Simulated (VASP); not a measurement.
Input of a VASP 6.6.1 run:

Contents of INCAR:

```
ALGO = Normal
EDIFF = 1E-6
ENCUT = 520
GGA = PS
ISIF = 2
ISMEAR = -1
LASPH = True
LCHARG = False
LREAL = False
LWAVE = False
NBANDS = 16
NELM = 60
PREC = Accurate
SIGMA = 0.1
```

The input KPOINTS:

```
k-points
0
Gamma
  8 8 4
```

File POSCAR:

```
Cs
1.0
    5.5254198669      0.0000000000      0.0000000000
   -2.7627099335      4.7851539713      0.0000000000
    0.0000000000      0.0000000000      9.0230106427
Cs
2
Direct
    0.3333333333      0.6666666667      0.2500000000
    0.6666666667      0.3333333333      0.7500000000
```

Potentials or basis: VASP PAW PBE potentials, release 64 (Cs_sv).

Launch:

```bash
$ cat potpaw_PBE.64/Cs_sv/POTCAR > POTCAR
$ mpirun -np 1 vasp_std > vasp.out
```

Task: Estimate the band gap on the k mesh.

Result: None (metal or under the smearing width).

Task: What does it give for the pressure?

Result: -0.2 GPa.

Caveat: the PAW data sets were made with another functional, which shifts forces and pressure a little. The run has no spin-orbit coupling, so splittings on Cs are missing.
